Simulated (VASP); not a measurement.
# W (Fm-3m) in VASP: a series of runs

One crystal, W, is run at these levels: r2SCAN, r2SCAN+rVV10; tasks: relaxation of cell and atoms.

Everything below comes from runs of VASP 6.6.1. Logs are shortened: lines on timing, memory, paths and dates and some standing lists are left out, and cuts for length are marked.

## 1. The crystal as given

Symmetry: Fm-3m, No. 225, cubic system. The conventional cell has a = 3.992 Å, b = 3.992 Å, c = 3.992 Å, α = 90.00°, β = 90.00°, γ = 90.00°. W (site symmetry m-3m) has 12 W at 2.82 Å as nearest neighbours.

This isn't the form of W at room conditions, which is bcc.

## 2. Relaxation of cell and atoms, r2SCAN

Contents of INCAR:

```
ALGO = Normal ; EDIFF = 1E-7
EDIFFG = -0.005 ; ENCUT = 600
IBRION = 2 ; ISIF = 3
ISMEAR = 0 ; LASPH = True
LCHARG = False ; LMIXTAU = True
LREAL = False ; LWAVE = False
METAGGA = R2SCAN ; NELM = 60
NSW = 90 ; PREC = Accurate
SIGMA = 0.1
```

Contents of KPOINTS:

```
k-points
0
Gamma
  18 18 18
```

Contents of POSCAR:

```
W
1.0
    0.0000000000      1.9958246200      1.9958246200
    1.9958246200      0.0000000000      1.9958246200
    1.9958246200      1.9958246200      0.0000000000
W
1
Direct
    0.0000000000      0.0000000000      0.0000000000
```

Potentials or basis: VASP PAW PBE potentials, release 64 (W_sv).

The run is started by

```sh
cat potpaw_PBE.64/W_sv/POTCAR > POTCAR
mpirun -np 1 vasp_std > vasp.out
```

OUTCAR:

```text
EDIFF = 1E-7
   EDIFFG = -0.005
   ENCUT = 600
   IBRION = 2
   ISIF = 3
   ISMEAR = 0
   LASPH = True
   LREAL = False
   METAGGA = R2SCAN
   NELM = 60
   NSW = 90
   PREC = Accurate

 ion  position               nearest neighbor table
   1  0.000  0.000  0.000-

  LATTYP: Found a face centered cubic cell.
 ALAT       =     3.9916492400

  Lattice vectors:

 A1 = (   0.0000000000,   1.9958246200,   1.9958246200)
 A2 = (   1.9958246200,   0.0000000000,   1.9958246200)
 A3 = (   1.9958246200,   1.9958246200,   0.0000000000)

Analysis of symmetry for initial positions (statically):
=====================================================================
 Subroutine PRICEL returns:
 Original cell was already a primitive cell.

 Routine SETGRP: Setting up the symmetry group for a
 face centered cubic supercell.

 Subroutine GETGRP returns: Found 48 space group operations
 (whereof 48 operations were pure point group operations)
 out of a pool of 48 trial point group operations.

The static configuration has the point symmetry O_h .

Analysis of symmetry for dynamics (positions and initial velocities):
=====================================================================
 Subroutine PRICEL returns:
 Original cell was already a primitive cell.

 Routine SETGRP: Setting up the symmetry group for a
 face centered cubic supercell.

 Subroutine GETGRP returns: Found 48 space group operations
 (whereof 48 operations were pure point group operations)
 out of a pool of 48 trial point group operations.

The dynamic configuration has the point symmetry O_h .

 Subroutine INISYM returns: Found 48 space group operations
 (whereof 48 operations are pure point group operations),
 and found     1 'primitive' translations

----------------------------------------------------------------------------------------

                                     Primitive cell

  volume of cell :      15.9000

  direct lattice vectors                    reciprocal lattice vectors
     0.000000000  1.995824620  1.995824620    -0.250523014  0.250523014  0.250523014
     1.995824620  0.000000000  1.995824620     0.250523014 -0.250523014  0.250523014
     1.995824620  1.995824620  0.000000000     0.250523014  0.250523014 -0.250523014

  length of vectors
     2.822522246  2.822522246  2.822522246     0.433918589  0.433918589  0.433918589

  position of ions in fractional coordinates (direct lattice)
     0.000000000  0.000000000  0.000000000

  ion indices of the primitive-cell ions
   primitive index   ion index
                 1           1

----------------------------------------------------------------------------------------

 KPOINTS: k-points

Automatic generation of k-mesh.
 Grid dimensions read from file:
 generate k-points for:   18   18   18

 Generating k-lattice:

  Cartesian coordinates                     Fractional coordinates (reciprocal lattice)
    -0.013917945  0.013917945  0.013917945     0.055555556  0.000000000  0.000000000
     0.013917945 -0.013917945  0.013917945     0.000000000  0.055555556  0.000000000
     0.013917945  0.013917945 -0.013917945     0.000000000  0.000000000  0.055555556

  Length of vectors
     0.024106588  0.024106588  0.024106588

  Shift w.r.t. Gamma in fractional coordinates (k-lattice)
     0.000000000  0.000000000  0.000000000

 Subroutine IBZKPT returns following result:
 ===========================================

 Found    195 irreducible k-points:

 Following reciprocal coordinates:
            Coordinates               Weight
  0.000000  0.000000  0.000000      1.000000
  0.055556  0.000000  0.000000      8.000000
  0.111111  0.000000  0.000000      8.000000
  0.166667  0.000000  0.000000      8.000000
  0.222222  0.000000  0.000000      8.000000
  0.277778  0.000000  0.000000      8.000000
[... 16 lines left out ...]
 -0.277778  0.055556  0.000000     24.000000
 -0.222222  0.055556  0.000000     24.000000
 [... further k-points ...]
   k-points           NKPTS =    195   k-points in BZ     NKDIM =    195   number of bands    NBANDS=     11
   number of dos      NEDOS =    301   number of ions     NIONS =      1
   total plane-waves  NPLWV =  13824
   dimension x,y,z NGX =    24 NGY =   24 NGZ =   24
   dimension x,y,z NGXF=    48 NGYF=   48 NGZF=   48
   ions per type =               1
   NGX,Y,Z   is equivalent  to a cutoff of  14.14, 14.14, 14.14 a.u.
   NGXF,Y,Z  is equivalent  to a cutoff of  28.27, 28.27, 28.27 a.u.
 SYSTEM =  unknown system
   PREC   = accura    normal or accurate (medium, high low for compatibility)
   ISTART =      0    job   : 0-new  1-cont  2-samecut
   ICHARG =      2    charge: 1-file 2-atom 10-const
   ISPIN  =      1    spin polarized calculation?
   LNONCOLLINEAR =      F non collinear calculations
   LSORBIT =      F    spin-orbit coupling
   LASPH  =      T    aspherical Exc in radial PAW
   ENCUT  =  600.0 eV  44.10 Ry    6.64 a.u.   5.64  5.64  5.64*2*pi/ulx,y,z
   NELM   =     60;   NELMIN=  2; NELMDL= -5     # of ELM steps
   EDIFF  = 0.1E-06   stopping-criterion for ELM
   LREAL  =      F    real-space projection
   EDIFFG = -.5E-02   stopping-criterion for IOM
   NSW    =     90    number of steps for IOM
   IBRION =      2    ionic relax: 0-MD 1-quasi-New 2-CG
   NFREE  =      1    steps in history (QN), initial steepest desc. (CG)
   ISIF   =      3    stress and relaxation
   ISYM   =      2    0-nonsym 1-usesym 2-fastsym
   POTIM  = 0.5000    time-step for ionic-motion
   TEBEG  =    0.0;   TEEND  =   0.0 temperature during run
   PSTRESS=    0.0 pullay stress
   NELECT =      14.0000    total number of electrons
   NUPDOWN=      -1.0000    fix difference up-down
   EMIN   =  10.00;   EMAX   =-10.00  energy-range for DOS
   EFERMI =   0.00;   METHOD = LEGACY
   ISMEAR =     0;   SIGMA  =   0.10  broadening in eV -4-tet -1-fermi 0-gaus
   EFERMI_NEDOS =   21; number of points for ismear=-14 and -15
   IALGO  =     38    algorithm
   IMIX   =      4    mixing-type and parameters
     AMIX     =   0.40;   BMIX     =  1.00
     AMIX_MAG =   1.60;   BMIX_MAG =  1.00
  volume/ion in A,a.u.               =      15.90       107.30
  Fermi-wavevector in a.u.,A,eV,Ry     =   1.569104  2.965177 33.498743  2.462088
  Thomas-Fermi vector in A             =   2.671036
   LORBIT       =      0    0 simple, 1 ext, 2 COOP (PROOUT), +10 PAW based schemes
   METAGGA = R2SCAN    functional components
   LHFCALC =     F    Hartree Fock is set to
   AEXX    =    0.0000 exact exchange contribution
   IVDW    =     0    specifies the selected vdW correction
   LEPSILON=     F    determine dielectric tensor
   LRPA    =     F    only Hartree local field effects (RPA)
 conjugate gradient relaxation of ions
 non-spin polarized calculation
 Gauss-broadening in eV      SIGMA  =   0.10
  energy-cutoff  :      600.00
  volume of cell :       15.90
 maximum number of plane-waves:       544
   NGX = 11   NGY = 11   NGZ = 11

--------------------------------------- Ionic step        1  -------------------------------------------

 number of electron      14.0000000 magnetization

 Free energy of the ion-electron system (eV)
  ---------------------------------------------------
  ext. energy  EPLUGINS =         0.00000000
  ---------------------------------------------------
  free energy    TOTEN  =       -50.79255634 eV

  energy without entropy =      -50.78703862  energy(sigma->0) =      -50.78979748

------------------------ aborting loop because EDIFF is reached ----------------------------------------

  FORCE on cell =-STRESS in cart. coord.  units (eV):
  Direction    XX          YY          ZZ          XY          YZ          ZX
  --------------------------------------------------------------------------------------
  -------------------------------------------------------------------------------------
  Total        0.7223815      0.7223815      0.7223815     -0.0000000     -0.0000000      0.0000000
  in kB       72.7913978     72.7913978     72.7913978     -0.0000000     -0.0000000      0.0000000
  external PRESSURE =      72.7913978 kB  Pullay stress =       0.0000000 kB
[... 20 lines left out ...]
  energy  without entropy=      -50.7870386182  energy(sigma->0) =      -50.78979748

--------------------------------------- Ionic step        2  -------------------------------------------

 number of electron      13.9999998 magnetization

 E-fermi :   9.4136     XC(G=0): -14.2834

 val. band max:        9.4084856903   @ k =  -0.4444   0.0556   0.0000
 cond. band min:       9.4141025089   @ k =   0.3889   0.1111   0.0556
 fundamental gap:      0.0056168185
 Fermi energy:         9.4135671918

 k-point     1 :       0.0000    0.0000    0.0000
  band No.  band energies     occupation
      1     -66.3704      2.00000
      2     -29.3910      2.00000
      3     -29.3910      2.00000
      4     -29.3910      2.00000
      5       0.2909      2.00000
      6       8.8869      2.00000
      7       8.8869      2.00000
      8       8.8869      2.00000
      9      11.9616      0.00000
     10      11.9616      0.00000
     11      22.6658      0.00000
[... 389 lines left out ...]
  energy  without entropy=      -50.7951951678  energy(sigma->0) =      -50.79792536

--------------------------------------- Ionic step        4  -------------------------------------------

 number of electron      14.0000001 magnetization

 Free energy of the ion-electron system (eV)
  ---------------------------------------------------
  ext. energy  EPLUGINS =         0.00000000
  ---------------------------------------------------
  free energy    TOTEN  =       -50.80066523 eV

  energy without entropy =      -50.79520843  energy(sigma->0) =      -50.79793683

 E-fermi :  10.4617     XC(G=0): -14.7869

 val. band max:       10.4610490376   @ k =   0.2778   0.0556   0.0000
 cond. band min:      10.4689328388   @ k =  -0.3889   0.1667   0.0556
 fundamental gap:      0.0078838012
 Fermi energy:        10.4616627079

 k-point     1 :       0.0000    0.0000    0.0000
  band No.  band energies     occupation
      1     -65.1348      2.00000
      2     -28.0582      2.00000
      3     -28.0582      2.00000
      4     -28.0582      2.00000
      5       0.9333      2.00000
      6       9.8635      2.00000
      7       9.8635      2.00000
      8       9.8635      2.00000
      9      13.2925      0.00000
     10      13.2925      0.00000
     11      23.8370      0.00000
[... 350 lines left out ...]
  FREE ENERGIE OF THE ION-ELECTRON SYSTEM (eV)
  ---------------------------------------------------
  free  energy   TOTEN  =       -50.8006652345 eV

  energy  without entropy=      -50.7952084258  energy(sigma->0) =      -50.79793683

 reached required accuracy - stopping structural energy minimisation
```

Wall time 5.6 min (1 thread of Intel Xeon Platinum 8259CL at 2.50GHz (Skylake/Cascade Lake), shared host); peak memory 0.19 GiB.

What came out:

- Free energy: -50.8007 eV
- Relaxed volume: 16.27 Å³/atom
- Relaxed cell: a = 2.844 Å, b = 2.844 Å, c = 2.844 Å, α = 60.00°, β = 60.00°, γ = 60.00°
- Space group after relaxing (to 0.05 Å): Fm-3m (No. 225)
- Energy gained by relaxing: 8.1 meV/atom
- Ionic steps: 4
- Pressure after relaxing: 0.0 GPa
- Band gap on the k mesh: none (metal or under the smearing width)

Step by step:
```csv
step,energy change (eV),largest force (eV/Å),pressure (GPa),volume (Å³)
1,0.0000,0.0000,7.28,15.90
2,0.0855,0.0000,-20.56,17.62
3,-0.0081,0.0000,-0.23,16.28
4,-0.0081,0.0000,0.00,16.27
```

Final structure:
```yaml
crystal:
  lattice:
    - [0.00000, 2.01099, 2.01099]
    - [2.01099, 0.00000, 2.01099]
    - [2.01099, 2.01099, 0.00000]
  atoms:
    - { symbol: W, position: [0.00000, 0.00000, 0.00000] }
```

Caveat: the PAW data sets were made with another functional, which shifts forces and pressure a little.

## 3. Relaxation of cell and atoms, r2SCAN+rVV10

Contents of INCAR:

```
ALGO = Normal ; BPARAM = 11.95
CPARAM = 0.0093 ; EDIFF = 1E-7
EDIFFG = -0.005 ; ENCUT = 600
IBRION = 2 ; ISIF = 3
ISMEAR = 0 ; IVDW_NL = 2
LASPH = True ; LCHARG = False
LMIXTAU = True ; LREAL = False
LUSE_VDW = True ; LWAVE = False
METAGGA = R2SCAN ; NELM = 60
NSW = 90 ; PREC = Accurate
SIGMA = 0.1
```

KPOINTS is that of step 2.

POSCAR is that of step 2.

Potentials or basis: VASP PAW PBE potentials, release 64 (W_sv).

The run is started by

```sh
cat potpaw_PBE.64/W_sv/POTCAR > POTCAR
mpirun -np 1 vasp_std > vasp.out
```

Run time: 7.3 min. Hardware: 1 thread of Intel Xeon Platinum 8259CL at 2.50GHz (Skylake/Cascade Lake), shared host; peak memory 0.26 GiB.

It converged, with:

* Free energy: -50.5845 eV
* Relaxed volume: 16.18 Å³/atom
* Relaxed cell: a = 2.839 Å, b = 2.839 Å, c = 2.839 Å, α = 60.00°, β = 60.00°, γ = 60.00°
* Space group after relaxing (to 0.05 Å): Fm-3m (No. 225)
* Energy gained by relaxing: 5.0 meV/atom
* Ionic steps: 4
* Pressure after relaxing: 0.0 GPa
* Band gap on the k mesh: none (metal or under the smearing width)

Step by step:
| step | energy change (eV) | largest force (eV/Å) | pressure (GPa) | volume (Å³) |
| --- | --- | --- | --- | --- |
| 1 | 0.0000 | 0.0000 | 5.71 | 15.90 |
| 2 | 0.0547 | 0.0000 | -17.10 | 17.24 |
| 3 | -0.0050 | 0.0000 | -0.14 | 16.19 |
| 4 | -0.0050 | 0.0000 | 0.00 | 16.18 |

Final structure:
```
W
1.0
     0.00000    2.00763    2.00763
     2.00763    0.00000    2.00763
     2.00763    2.00763    0.00000
W
1
Cartesian
  0.0000 0.0000 0.0000
```

Levels at points of the mesh, in eV from the Fermi level:
```csv
k point,band 3,band 4,band 5,band 6,band 7,band 8,band 9,band 10,band 11
"(0.00, 0.00, 0.00)",-38.48,-38.48,-9.57,-0.60,-0.60,-0.60,2.85,2.85,13.37
"(0.50, 0.00, 0.00)",-38.65,-38.65,-5.98,-0.77,-0.77,0.49,5.38,5.38,11.04
"(0.50, 0.50, 0.00)",-38.94,-38.94,-5.83,-4.88,3.08,5.42,6.08,6.08,12.42
```

Caveat: the PAW data sets were made with another functional, which shifts forces and pressure a little. Spin-orbit coupling is left out, which matters for the levels of W.
